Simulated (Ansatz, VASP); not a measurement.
## SnSe in VASP and in Ansatz

```xyz
2
Lattice="3.1039 0.0000 0.0000 0.0000 3.1039 0.0000 0.0000 0.0000 3.1039" Properties=species:S:1:pos:R:3 pbc="T T T"
Sn    0.0000    0.0000    0.0000
Se    1.5519    1.5519    1.5519
```

Change from the starting cell: volume scaled by 0.6, LAPW.

Alike in both runs: task single point; functional PBE; k mesh 14 × 14 × 14; occupations fermi-dirac, width 0.1 eV; no spin polarisation.

|  | VASP | Ansatz |
| --- | --- | --- |
| version | VASP 6.6.1 | Ansatz 0.2.0 |
| potentials or method | VASP PAW PBE potentials, release 64 (Sn_d, Se), cutoff 520 eV | all-electron LAPW, scalar-relativistic |

Ansatz gave:

- pressure (GPa): 80.2

Q: Estimate VASP's values.

A: Pressure (GPa): 80.7.

Ansatz ran all-electron here, so the differences hold the error of VASP's frozen core and of both bases.

Caveats: the cell as given lies far from equilibrium; so large a pressure means that the cell lies far from this level's equilibrium, or that cutoff or potentials fall short (VASP).
